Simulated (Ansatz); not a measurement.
# MoS2: the cost of one run

Program: Ansatz 0.2.0. Level of theory: DFT LDA, scalar-relativistic. These are calculated values, not measurements.

### 1 The starting structure

It takes space group R3m (No. 160, trigonal). The conventional cell has a = 3.163 Å, b = 3.163 Å, c = 18.370 Å, α = 90.00°, β = 90.00°, γ = 120.00°. Around Mo (site symmetry 3m) lie 6 S at 2.36 Å. S (site symmetry 3m) is surrounded by 3 Mo at 2.36 Å.

As a file:

```
CELL_PARAMETERS angstrom
1.58150 0.91308 6.12333
-1.58150 0.91308 6.12333
0.00000 -1.82616 6.12333
ATOMIC_POSITIONS crystal
Mo 0.00000 0.00000 0.00000
S 0.74840 0.74840 0.74840
S 0.58490 0.58490 0.58490
```

Atoms are numbered in the order of the input: Mo1, S2, S3.

### 2 After the deformation

Space group R3m before, R3m after.

### 3 LAPW, all electrons

The input, input.yaml:

```yaml
crystal:
  lattice:
    - [1.5815003568, 0.9130796567, 6.0008634]
    - [-1.5815003568, 0.9130796567, 6.0008634]
    - [0.0, -1.8261593134, 6.0008634]
  atoms:
    - { symbol: Mo, position: [0.0, 0.0, 0.0] }
    - { symbol: S, position: [0.7484, 0.7484, 0.7484] }
    - { symbol: S, position: [0.5849, 0.5849, 0.5849] }
kpoints:
  mp_grid: { grid: [15, 15, 15] }
  band_path:
    path:
      - [0.0, 0.0, 0.0]
      - [0.5, 0.5, 0.5]
      - [0.8178986191, 0.1821013809, 0.5]
      - [0.5, -0.1821013809, 0.1821013809]
      - [0.5, 0.0, 0.0]
      - [0.0, 0.0, 0.0]
      - [0.3410506904, -0.3410506904, 0.0]
      - [0.6589493096, 0.0, 0.3410506904]
      - [0.5, 0.0, 0.5]
    npoints: 5
scf:
  occupations: { method: fermi_dirac, width: 0.05 }
hamiltonian:
  xc: lda
  pseudopotentials: { kind: all_electron, lapw: { basis_error: 0.001 } }
output:
  forces: true
  stress: true
  eigenvalues: true
```

Command:

```sh
$ ansatz run input.yaml --threads 1 --pin off --max-ram 4096MiB --backend cpu --events-out ev --progress --plain --runs-dir out
```

Q: Estimate wall time and peak memory on 1 thread of AMD EPYC 9R45 (Zen 5), shared host.

About 86 s, with a peak of 1.2 GiB.
